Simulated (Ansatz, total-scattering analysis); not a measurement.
# TiO2: neutron diffraction with isotope substitution

Two samples of TiO2 (Ti 33.3, O 66.7 atom %; 2300 K, fixed volume (mean pressure 2.6 GPa); ρ₀ = 0.0724 Å⁻³) differ only in the isotope of Ti: 46Ti (b = 4.72 fm) and 48Ti (b = -5.86 fm). Other lengths: O 5.8037 fm. The data are simulated by ab initio molecular dynamics with Ansatz (PBE, plane waves, PAW set soft_1, Langevin thermostat, no spin, fixed volume). The average runs over 2.88 ps of 123 atoms, so shells between rare elements are rough. Mean temperature 2396 K, largest m.s.d. 10.49 Å², energy drift -19 meV an atom (last third less first, no steady trend), Langevin friction 2 ps⁻¹; the first quarter of the run is discarded. Start: last frame of a classical run of this cell at the same density and temperature. It is a liquid. The partials come from the cell's reciprocal vectors below 4 Å⁻¹ and from g(r) above; absorption, incoherent and inelastic scattering are left out. F(Q) = Σ ci cj bi bj (Sij − 1), in barn per steradian and atom:

```csv
Q (Å⁻¹),46Ti,48Ti,difference
0.6,-0.250,-0.334,0.083
0.9,-0.218,-0.331,0.113
1.2,-0.211,-0.325,0.114
1.5,-0.135,-0.299,0.164
1.8,-0.145,-0.242,0.098
2.1,-0.133,0.009,-0.142
2.4,-0.079,0.502,-0.582
2.7,0.013,0.362,-0.349
3.0,-0.001,0.045,-0.046
3.3,-0.006,-0.087,0.081
3.6,0.015,-0.120,0.135
3.9,0.036,-0.114,0.150
4.2,0.043,-0.100,0.143
4.5,0.041,-0.055,0.096
4.8,0.031,-0.001,0.032
5.1,0.007,0.041,-0.034
5.4,-0.022,0.060,-0.082
5.7,-0.040,0.051,-0.092
6.0,-0.041,0.032,-0.073
6.3,-0.028,0.015,-0.043
6.6,-0.009,-0.001,-0.007
6.9,0.011,-0.018,0.028
7.2,0.024,-0.027,0.050
7.5,0.027,-0.025,0.052
7.8,0.022,-0.018,0.040
8.1,0.010,-0.010,0.020
8.4,-0.001,0.000,-0.001
8.7,-0.010,0.010,-0.020
9.0,-0.014,0.015,-0.030
9.3,-0.015,0.015,-0.030
9.6,-0.011,0.012,-0.023
9.9,-0.005,0.006,-0.011
10.2,0.001,-0.001,0.002
10.5,0.007,-0.006,0.013
10.8,0.010,-0.008,0.018
```

The first difference in real space, ΔG(r), in barn (from the pair functions, so without the broadening of a finite Q range):

```tsv
r (Å)	first difference G(r)
1.22	-0.260
1.30	-0.260
1.38	-0.260
1.46	-0.260
1.54	-0.227
1.62	-0.017
1.70	0.490
1.78	0.954
1.86	1.037
1.94	0.844
2.02	0.546
2.10	0.296
2.18	0.152
2.26	0.009
2.34	-0.061
2.42	-0.104
2.50	-0.133
2.58	-0.153
2.66	-0.170
2.74	-0.180
2.82	-0.177
2.90	-0.182
2.98	-0.173
3.06	-0.176
3.14	-0.159
3.22	-0.149
3.30	-0.132
3.38	-0.115
3.46	-0.096
3.54	-0.068
3.62	-0.036
3.70	-0.018
3.78	0.014
3.86	0.023
3.94	0.050
4.02	0.066
4.10	0.078
4.18	0.090
4.26	0.101
4.34	0.099
4.42	0.101
```

Q: What does the difference say of the neighbours of Ti?

Pairs without Ti cancel. ΔG(r) = Σ W [g(r) − 1] with W = 2 c(Ti) c(j) b(j) Δb, and c(Ti)² (b₁² − b₂²) for Ti–Ti: Ti–Ti -0.0134, Ti–O 0.2729 barn. At small r, ΔG → −ΣW = -0.259; in this finite cell the Ti–Ti term carries (N − 1)/N with N = 41 atoms of Ti, which gives -0.260.

The first feature, at 1.83 Å, is Ti–O. n = 4πρ₀ c(O)/W ∫ r² [ΔG − ΔG(0)] dr up to 2.82 Å gives 5.2 O around each Ti; the coordinates give 5.28 up to 2.82 Å.

Shells of Ti from the coordinates: Ti–O at 1.83 Å, 5.3 neighbours to 2.82 Å; Ti–Ti at 3.42 Å, 8.5 neighbours to 4.50 Å, a soft count (first peaks with a usable minimum only).

[Logs are printed without paths, hosts, clocks, repeated set-up lines and the standing remarks that a program may print on its own settings, such as how far it seeks lower states.]
